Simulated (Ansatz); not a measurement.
The system is EuS.

```xyz
2
Lattice="0.0000 2.9785 2.9785 2.9785 0.0000 2.9785 2.9785 2.9785 0.0000" Properties=species:S:1:pos:R:3 pbc="T T T"
Eu    0.0000    0.0000    0.0000
S     2.9785    2.9785    2.9785
```

Program: Ansatz 0.2.0. Alike in all runs: potentials or basis Ansatz PAW; cell as given; cutoff (eV) 420.

Order these runs on this cell by their pressure, lowest first.
A. level HSE03; spin collinear, ferromagnetic start; k mesh 4 × 4 × 4; smearing fermi-dirac 0.05 eV; points for each segment of the path 4; mesh quality coarse
B. level LDA; spin non-collinear, ferromagnetic start, SOC; k mesh 6 × 6 × 6; smearing fermi-dirac 0.05 eV; points for each segment of the path 14; mesh quality not flagged
C. level PBEsol; spin collinear, ferromagnetic start; k mesh 8 × 8 × 8; smearing fermi-dirac 0.05 eV; points for each segment of the path 14; mesh quality not flagged
D. level B3LYP; spin collinear, ferromagnetic start; k mesh 4 × 4 × 4; smearing fermi-dirac 0.05 eV; points for each segment of the path 4; mesh quality coarse
E. level PBE; spin collinear, ferromagnetic start; k mesh 8 × 8 × 8; smearing gaussian 0.028 eV; mesh quality not flagged

B (-7.8 GPa), C (-5.5 GPa), E (-2.5 GPa), A (0.5 GPa), D (2.7 GPa).

Caveats: some runs use coarse meshes; a cell with one magnetic atom can't hold antiferromagnetic order, which such compounds often take; the PAW data sets come from PBE, with cores solved anew for the run's functional, which leaves a small shift of forces and pressure (some runs); the thresholds are loose for stress (some runs); the magnetic or orbital state may not be the lowest (some runs).
